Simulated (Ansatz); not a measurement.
# Bi2Se3 (Paraguanajuatite) (R-3m) in Ansatz: further runs

Runs on Bi2Se3 (Paraguanajuatite). Level: r2SCAN. Tasks: single point, equation of state.

Everything below comes from runs of Ansatz 0.2.0. Logs are shortened: lines on timing, memory, paths and dates and some standing lists are left out, and cuts for length are marked.

### 1 The structure

Symmetry: R-3m, No. 166, trigonal system. The conventional cell has a = 4.143 Å, b = 4.143 Å, c = 28.636 Å, α = 90.00°, β = 90.00°, γ = 120.00°. Bi (site symmetry 3m) is surrounded by 6 Se at 2.85 to 3.07 Å. Around Se (site symmetry 3m) lie 3 Bi at 2.85 Å. Se (site symmetry -3m) has 6 Bi at 3.07 Å as nearest neighbours.

### 2 Single point, r2SCAN, 26.68 Å³/atom (volume scaled by 0.94)

File input.yaml:

```yaml
crystal:
  lattice:
    - [2.0292126242, 1.1715664548, 9.3504759364]
    - [-2.0292126242, 1.1715664548, 9.3504759364]
    - [0.0, -2.3431329097, 9.3504759364]
  atoms:
    - { symbol: Bi, position: [0.5992, 0.5992, 0.5992] }
    - { symbol: Bi, position: [0.4008, 0.4008, 0.4008] }
    - { symbol: Se, position: [0.7883, 0.7883, 0.7883] }
    - { symbol: Se, position: [0.2117, 0.2117, 0.2117] }
    - { symbol: Se, position: [0.0, 0.0, 0.0] }
hamiltonian:
  xc: r2scan
  pseudopotentials: { kind: paw }
kpoints:
  mp_grid: { grid: [8, 8, 8] }
scf:
  occupations: { method: fermi_dirac, width: 0.05 }
output:
  forces: true
  stress: true
  eigenvalues: true
```

Potentials or basis: Ansatz PAW.

Command:

```sh
> ansatz run input.yaml --threads 2 --pin off --max-ram 5120MiB --backend cpu --events-out ev --progress --plain --runs-dir out
```

The log of the run:

```text
Warning: RAYON_NUM_THREADS=2 ignored (pool sized by the plan → 2); use --threads N
basis.fft_grid_basis auto: the FFT boxes are laid along the combinations [[1, 0, -1], [0, 1, -1], [0, 0, 1]] of the cell's own vectors, 4.058, 4.058 and 9.640 Å long. The dense box has 30×30×72 points. Along the cell's own vectors, as sized, it would have 72×72×72, 5.76 times as many. Of the 12 symmetry operations that the crystal satisfies within crystal.symmetry.tolerance (time reversal apart; of a slab, those that keep its plane) the dense box along the cell's own vectors carries 12, and the one as laid loses 8 of those. basis.fft_grid_basis: typed keeps the cell's own vectors: state it where this run's energies or levels are differenced outside the engine with another run's, or held beside a run that keeps those vectors.
Engine: ansatz 0.2.0, aarch64-unknown-linux-gnu
Pseudopotentials: kind: paw
Pseudopotential: Bi, paw, valence charge 15, recommended cutoff 500 eV (meta_gga), Bi.paw.azcp
Pseudopotential: Se, paw, valence charge 16, recommended cutoff 500 eV (meta_gga), Se.paw.azcp
Functional definition: r2SCAN
  parameter k0 = 0.174
  parameter k1 = 0.065
  parameter a1 = 4.9479
  exchange = r2scan_x(k0 = k0, k1 = k1, a1 = a1)
  correlation = r2scan_c
Crystal: 5 atoms, lattice volume = 133.377 Å³
Basis set: ecut = 500 eV, 3383 PW (Γ), FFT grids on a1−a3, a2−a3, a3, exchange–correlation on 120×120×288 points (64 copies of the dense FFT grid, shifted against one another)
Bands: 47, of which v1, the nominal top of the filled ones, is band 39 counted from 1 (38 counted from 0)
Symmetry: 12 space group operations
Space group: R-3m (ITA 166), of the structure as read, at distance tolerance 5.1e-5 Å
k-points: 65 of 512
Non-local potential: Bi, projectors of the file, l = 0: 2, l = 1: 2, l = 2: 2, l = 3: 2
Non-local potential: Se, projectors of the file, l = 0: 2, l = 1: 2, l = 2: 3, l = 3: 1
PAW form: soft (Blöchl's): semilocal exchange-correlation on the pseudo side does not see the compensation charge
PAW frozen core: Bi, regenerated for the run's functional (the file was generated under x = pbe(κ = 0.804, μ = 0.2195149727645171), c = pbe(β = 0.06672455060314922))
PAW frozen core: Se, regenerated for the run's functional (the file was generated under x = pbe(κ = 0.804, μ = 0.2195149727645171), c = pbe(β = 0.06672455060314922))
PAW one-centre angular grid: Bi, 590 points (default); XC on 160 Gauss nodes
PAW one-centre angular grid: Se, 590 points (default); XC on 160 Gauss nodes
Initial density: superposition of atomic densities (neutral atoms: chi_scale 0, normalization atom), corrected by the library's trained network
Initial wavefunctions: pseudopotential atomic-orbital guess
Functional: x = r2scan, c = r2scan; τ floored in thin density (d = 2e-4 eV/Å³)
SCF iter   1: F=—  HF=-41258.378553 eV  |F-HF|=—  |Δ(HF+E_count)|=         —  Δρ=4.59e-3  dr2=5.60e-2  dr2_τ=1.31e-2  ethr=1.77e-3  ⟨swp⟩=8.5  Hψ=13132  notcnv=0  defer=13
preconditioner: auto → Resta (q_TF=auto, 2.495 Å⁻¹)  ε∞=3.8  [insulator: Δε(μ)=0.462 eV  Ē_g=10.237 eV  σ=0.050 eV  W_gap=0.98  n_scr=36 (ndim 8)  ℏωp=17.0 eV  f_vac=0.025  D(μ)=0.00/eV (n_scr^D=0)  ε∞_Penn≈3.8]
SCF iter   2: F=—  HF=-41258.399069 eV  |F-HF|=—  |Δ(HF+E_count)|=   2.05e-2  Δρ=2.38e-3  dr2=9.32e-3  dr2_τ=4.48e-4  ethr=7.18e-5  ⟨swp⟩=2.0  Hψ=6530  notcnv=0  defer=100
SCF iter   3: F=—  HF=-41258.399153 eV  |F-HF|=—  |Δ(HF+E_count)|=   8.38e-5  Δρ=1.13e-3  dr2=2.51e-3  dr2_τ=6.54e-5  ethr=1.19e-5  ⟨swp⟩=2.7  Hψ=5364  notcnv=0  defer=35
automatic band count: iteration 3 solves 46 bands in place of 47: the levels show a gap, and the empty bands left out lie too high to hold charge; the band table lists the bands solved (type scf.n_extra_bands for more)
SCF iter   4: F=—  HF=-41258.399303 eV  |F-HF|=—  |Δ(HF+E_count)|=   1.50e-4  Δρ=3.32e-4  dr2=2.37e-4  dr2_τ=6.91e-6  ethr=3.22e-6  ⟨swp⟩=2.1  Hψ=3613  notcnv=0  defer=35
SCF iter   5: F=—  HF=-41258.399327 eV  |F-HF|=—  |Δ(HF+E_count)|=   2.37e-5  Δρ=1.55e-4  dr2=2.56e-5  dr2_τ=7.39e-7  ethr=3.04e-7  ⟨swp⟩=2.0  Hψ=4840  notcnv=0  defer=35
SCF iter   6: F=—  HF=-41258.399332 eV  |F-HF|=—  |Δ(HF+E_count)|=   5.56e-6  Δρ=3.10e-5  dr2=1.82e-6  dr2_τ=4.26e-8  ethr=3.29e-8  ⟨swp⟩=2.0  Hψ=3694  notcnv=0  defer=35
SCF iter   7: F=-41258.399333 eV  HF=-41258.399333 eV  |F-HF|=4.30e-8  |Δ(HF+E_count)|=   6.04e-7  Δρ=7.42e-6  dr2=8.60e-8  dr2_τ=4.76e-9  ethr=1.28e-10  ⟨swp⟩=6.8  Hψ=14042  notcnv=0
SCF 1 converged in 7 iterations: F = -41258.399333 eV  dr2 = 8.60e-8
SCF converged after 7 iterations
Free energy (F): -41258.399333 eV
Harris-Foulkes:  -41258.399333 eV  (|F-HF|=4.30e-8)
Internal energy: -41258.399289 eV  (E = F + TS)
E sigma→0 (E₀):  -41258.399311 eV
Entropy (-TS):   -0.000044 eV (-0.009 meV/atom)
Fermi energy:    10.213635 eV
--- Per-component energies (eV) ---
  E_band       = -1333.546421
  E_kinetic    = 961.671199
  E_local      = -10097.241430  (includes V_loc(G=0)·N_el)
  E_nonlocal   = -659.290645
  E_hartree    = 4514.205379
  E_xc         = -581.038717
  E_vxc        = -635.615281  (∫ρ·V_xc dr)
  E_paw        = -27150.519762  (= ΣΔE_a)
  E_vpaw       = 31.527495  (= ΣTr[D̂ρ^β])
  E_aug_tail   = -0.001139  (compensation charges beyond the density's cutoff)
  E_vtau       = 36.992456  (kinetic-family band-sum trace: ∫τ·v_τ [+ j·A + Jᵃ·Aᵃ] dr)
  E_ewald      = -8242.640956
  E_core_change = -3.543216  (= ΣΔE_core)
  E_smearing   = -0.000044  (= −TS)
  E_closure    = -0.000000  (closes the sum)
  Σ components = -41258.399333   (vs F -41258.399333, Δ=0.00e0)
--- Forces (eV/Å), atoms counted from 1 ---
  atom   1  Bi     0.00000000    -0.00000000     0.22870988
  atom   2  Bi     0.00000000     0.00000000    -0.22870988
  atom   3  Se     0.00000000    -0.00000000     0.43468690
  atom   4  Se     0.00000000     0.00000000    -0.43468690
  atom   5  Se     0.00000000     0.00000000    -0.00000000
  max |Σ_I F_I| component: 1.11e-16 eV/Å
--- Stress (GPa, compression-positive) ---
        6.233156       0.000000       0.000000
        0.000000       6.233156      -0.000000
       -0.000000      -0.000000       6.355372
  P = ⅓ Tr σ = 6.2739 GPa (62.739 kbar)
--- Band table (eV; the first three rows and the last of 65) ---
  k-point 0: bands = ["-38.4198", "-38.4198", "-38.4193", "-38.4193", "-38.4101", "-38.4101", "-38.4094", "-38.4094", "-38.4044", "-38.4042", "-38.3151", "-38.3081", "-38.3081", "-38.2759", "-38.2759", "-14.1269", "-14.1269", "-14.1237", "-14.1237", "-14.1076", "-14.1043", "-14.0946", "-14.0946", "-14.0907", "-14.0907", "-5.6369", "-4.7848", "-3.8191", "0.0969", "1.0455", "7.5643", "7.6150", "7.6888", "7.6888", "7.7309", "7.7309", "8.4294", "8.4294", "9.9967", "10.4345", "11.4475", "11.4475", "12.3262", "12.9455", "12.9455", "16.1155"]
  k-point 1: bands = ["-38.4197", "-38.4197", "-38.4193", "-38.4193", "-38.4101", "-38.4101", "-38.4094", "-38.4094", "-38.4044", "-38.4042", "-38.3150", "-38.3081", "-38.3081", "-38.2759", "-38.2759", "-14.1310", "-14.1270", "-14.1224", "-14.1193", "-14.1047", "-14.1014", "-14.0970", "-14.0948", "-14.0931", "-14.0904", "-5.4756", "-4.6448", "-3.7157", "-0.0015", "0.8571", "6.4549", "6.5825", "7.1533", "7.3162", "7.8379", "8.2677", "8.4102", "8.8144", "9.1896", "11.3216", "11.9683", "11.9761", "12.3591", "12.9364", "13.2662", "15.6893"]
  k-point 2: bands = ["-38.4197", "-38.4197", "-38.4193", "-38.4191", "-38.4102", "-38.4101", "-38.4095", "-38.4093", "-38.4043", "-38.4041", "-38.3150", "-38.3082", "-38.3081", "-38.2759", "-38.2758", "-14.1423", "-14.1364", "-14.1138", "-14.1105", "-14.1057", "-14.1001", "-14.0948", "-14.0924", "-14.0903", "-14.0883", "-5.0055", "-4.2584", "-3.4526", "-0.4041", "0.3243", "5.2552", "5.7989", "6.3068", "6.6074", "7.1761", "7.9447", "8.3805", "8.5712", "9.3936", "11.3846", "12.2049", "12.3432", "13.0791", "13.4613", "14.4607", "14.7995"]
  k-point 64: bands = ["-38.4198", "-38.4198", "-38.4193", "-38.4193", "-38.4101", "-38.4101", "-38.4094", "-38.4094", "-38.4044", "-38.4042", "-38.3151", "-38.3081", "-38.3081", "-38.2759", "-38.2759", "-14.1269", "-14.1269", "-14.1237", "-14.1237", "-14.1074", "-14.1045", "-14.0946", "-14.0946", "-14.0907", "-14.0907", "-5.4602", "-5.1704", "-3.4678", "-0.4732", "1.5843", "6.7981", "7.5726", "7.5726", "8.0011", "8.0011", "8.2287", "8.2287", "8.4457", "9.5582", "10.7479", "11.7905", "11.7905", "12.3351", "12.5562", "12.5562", "16.0578"]
```

It took 23 s on 2 threads of Arm Neoverse V2, shared host; peak memory 0.88 GiB.

Results:

```yaml
Free_energy: -41258.3993 eV
Pressure: 6.3 GPa
Largest_force: 0.435 eV/Å
Band_gap_on_the_k_mesh: 0.44 eV, direct
```

Caveat: spin-orbit coupling is left out, which as a rule narrows the gap of such compounds by several tenths of an eV; the PAW data sets come from PBE, with cores solved anew for the run's functional, which leaves a small shift of forces and pressure.

### 3 Single point, r2SCAN, 27.24 Å³/atom (volume scaled by 0.96)

Changes to input.yaml since step 2:

```diff
@@ -2,5 +2,5 @@
   lattice:
-    - [2.0292126242, 1.1715664548, 9.3504759364]
-    - [-2.0292126242, 1.1715664548, 9.3504759364]
-    - [0.0, -2.3431329097, 9.3504759364]
+    - [2.0435033248, 1.1798171946, 9.416326528]
+    - [-2.0435033248, 1.1798171946, 9.416326528]
+    - [0.0, -2.3596343894, 9.416326528]
   atoms:
@@ -22 +22,5 @@
   eigenvalues: true
+  write_density: true
+  write_potential: true
+  elf: true
+  volumetric_format: npy
```

Potentials or basis: Ansatz PAW.

Command:

```sh
> ansatz run input.yaml --threads 2 --pin off --max-ram 5120MiB --backend cpu --events-out ev --progress --plain --runs-dir out
```

Run time: 34 s. Hardware: 2 threads of Arm Neoverse V2, shared host; peak memory 0.89 GiB.

The run converged. Its results:

| Item | Value |
| --- | --- |
| Free energy | -41258.4942 eV |
| Pressure | 4.5 GPa |
| Largest force | 0.250 eV/Å |
| Band gap on the k mesh | 0.46 eV, direct |

Caveat: spin-orbit coupling is left out, which as a rule narrows the gap of such compounds by several tenths of an eV; the PAW data sets come from PBE, with cores solved anew for the run's functional, which leaves a small shift of forces and pressure.

### 4 Single point, r2SCAN, 27.81 Å³/atom (volume scaled by 0.98)

Changes to input.yaml since step 3:

```diff
@@ -2,5 +2,5 @@
   lattice:
-    - [2.0435033248, 1.1798171946, 9.416326528]
-    - [-2.0435033248, 1.1798171946, 9.416326528]
-    - [0.0, -2.3596343894, 9.416326528]
+    - [2.0575968965, 1.1879541221, 9.4812687632]
+    - [-2.0575968965, 1.1879541221, 9.4812687632]
+    - [0.0, -2.3759082442, 9.4812687632]
   atoms:
@@ -22,5 +22 @@
   eigenvalues: true
-  write_density: true
-  write_potential: true
-  elf: true
-  volumetric_format: npy
```

Command:

```sh
> ansatz run input.yaml --threads 2 --pin off --max-ram 5120MiB --backend cpu --events-out ev --progress --plain --runs-dir out
```

It took 24 s on 2 threads of Arm Neoverse V2, shared host; peak memory 0.93 GiB.

It converged, with:

```
Free energy            : -41258.5589 eV
Pressure               : 2.9 GPa
Largest force          : 0.093 eV/Å
Band gap on the k mesh : 0.47 eV, direct
```

Caveat: spin-orbit coupling is left out, which as a rule narrows the gap of such compounds by several tenths of an eV; the PAW data sets come from PBE, with cores solved anew for the run's functional, which leaves a small shift of forces and pressure.

### 5 Single point, r2SCAN, 28.38 Å³/atom

Changes to input.yaml since step 4:

```diff
@@ -2,5 +2,5 @@
   lattice:
-    - [2.0575968965, 1.1879541221, 9.4812687632]
-    - [-2.0575968965, 1.1879541221, 9.4812687632]
-    - [0.0, -2.3759082442, 9.4812687632]
+    - [2.0715, 1.1959810826, 9.5453333333]
+    - [-2.0715, 1.1959810826, 9.5453333333]
+    - [0.0, -2.3919621653, 9.5453333333]
   atoms:
@@ -22 +22,5 @@
   eigenvalues: true
+  write_density: true
+  write_potential: true
+  elf: true
+  volumetric_format: npy
```

Command:

```sh
> ansatz run input.yaml --threads 2 --pin off --max-ram 5120MiB --backend cpu --events-out ev --progress --plain --runs-dir out
```

Wall time 29 s (2 threads of Arm Neoverse V2, shared host); peak memory 0.94 GiB.

Results (log left out):

| Quantity | Value |
| --- | --- |
| Free energy | -41258.5964 eV |
| Pressure | 1.4 GPa |
| Largest force | 0.080 eV/Å |
| Band gap on the k mesh | 0.49 eV, direct |

Caveat: spin-orbit coupling is left out, which as a rule narrows the gap of such compounds by several tenths of an eV; the PAW data sets come from PBE, with cores solved anew for the run's functional, which leaves a small shift of forces and pressure.

### 6 Single point, r2SCAN, 28.95 Å³/atom (volume scaled by 1.02)

Changes to input.yaml since step 5:

```diff
@@ -2,5 +2,5 @@
   lattice:
-    - [2.0715, 1.1959810826, 9.5453333333]
-    - [-2.0715, 1.1959810826, 9.5453333333]
-    - [0.0, -2.3919621653, 9.5453333333]
+    - [2.0852189429, 1.2039017179, 9.6085493036]
+    - [-2.0852189429, 1.2039017179, 9.6085493036]
+    - [0.0, -2.407803436, 9.6085493036]
   atoms:
@@ -22,5 +22 @@
   eigenvalues: true
-  write_density: true
-  write_potential: true
-  elf: true
-  volumetric_format: npy
```

Potentials or basis: Ansatz PAW.

Command:

```sh
> ansatz run input.yaml --threads 2 --pin off --max-ram 5120MiB --backend cpu --events-out ev --progress --plain --runs-dir out
```

Wall time 21 s (2 threads of Arm Neoverse V2, shared host); peak memory 0.95 GiB.

It converged, with:

```yaml
Free_energy: -41258.6095 eV
Pressure: 0.1 GPa
Largest_force: 0.227 eV/Å
Band_gap_on_the_k_mesh: 0.50 eV, direct
```

Caveat: spin-orbit coupling is left out, which as a rule narrows the gap of such compounds by several tenths of an eV; the PAW data sets come from PBE, with cores solved anew for the run's functional, which leaves a small shift of forces and pressure.

### 7 Single point, r2SCAN, 29.51 Å³/atom (volume scaled by 1.04)

Changes to input.yaml since step 6:

```diff
@@ -2,5 +2,5 @@
   lattice:
-    - [2.0852189429, 1.2039017179, 9.6085493036]
-    - [-2.0852189429, 1.2039017179, 9.6085493036]
-    - [0.0, -2.407803436, 9.6085493036]
+    - [2.098759705, 1.2117194806, 9.6709442292]
+    - [-2.098759705, 1.2117194806, 9.6709442292]
+    - [0.0, -2.4234389614, 9.6709442292]
   atoms:
```

Command:

```sh
> ansatz run input.yaml --threads 2 --pin off --max-ram 5120MiB --backend cpu --events-out ev --progress --plain --runs-dir out
```

Run time: 21 s. Hardware: 2 threads of Arm Neoverse V2, shared host; peak memory 0.95 GiB.

Results (log left out):

- Free energy: -41258.6006 eV
- Pressure: -1.1 GPa
- Largest force: 0.365 eV/Å
- Band gap on the k mesh: 0.51 eV, direct

Caveat: spin-orbit coupling is left out, which as a rule narrows the gap of such compounds by several tenths of an eV; the PAW data sets come from PBE, with cores solved anew for the run's functional, which leaves a small shift of forces and pressure.

### 8 Single point, r2SCAN, 30.08 Å³/atom (volume scaled by 1.06)

Changes to input.yaml since step 7:

```diff
@@ -2,5 +2,5 @@
   lattice:
-    - [2.098759705, 1.2117194806, 9.6709442292]
-    - [-2.098759705, 1.2117194806, 9.6709442292]
-    - [0.0, -2.4234389614, 9.6709442292]
+    - [2.1121279616, 1.2194376472, 9.7325442609]
+    - [-2.1121279616, 1.2194376472, 9.7325442609]
+    - [0.0, -2.4388752945, 9.7325442609]
   atoms:
```

Command:

```sh
> ansatz run input.yaml --threads 2 --pin off --max-ram 5120MiB --backend cpu --events-out ev --progress --plain --runs-dir out
```

Wall time 21 s (2 threads of Arm Neoverse V2, shared host); peak memory 0.96 GiB.

It converged, with:

| Quantity | Value |
| --- | --- |
| Free energy | -41258.5720 eV |
| Pressure | -2.1 GPa |
| Largest force | 0.492 eV/Å |
| Band gap on the k mesh | 0.52 eV, direct |

Caveat: spin-orbit coupling is left out, which as a rule narrows the gap of such compounds by several tenths of an eV; the PAW data sets come from PBE, with cores solved anew for the run's functional, which leaves a small shift of forces and pressure.

### 9 Equation of state, r2SCAN

Potentials or basis: Ansatz PAW.

This step only gathers the single runs of the series.

Results:

```
Equilibrium volume                        : 28.99 Å³/atom
Bulk modulus at fixed shape and positions : 63 GPa
Pressure derivative of the bulk modulus   : 4.4
```

Energy against volume, from the lowest point:
```csv
volume (Å³/atom),energy (meV/atom)
26.675,42.03
27.243,23.05
27.810,10.12
28.378,2.62
28.946,0.00
29.513,1.77
30.081,7.49
```

Caveat: the cell was scaled at fixed shape and fractional positions, which overstates the stiffness of a crystal with free parameters, most of all of layers and chains; the PAW data sets were made with another functional, which shifts forces and pressure a little; spin-orbit coupling is left out, which moves the levels of the heavy elements.
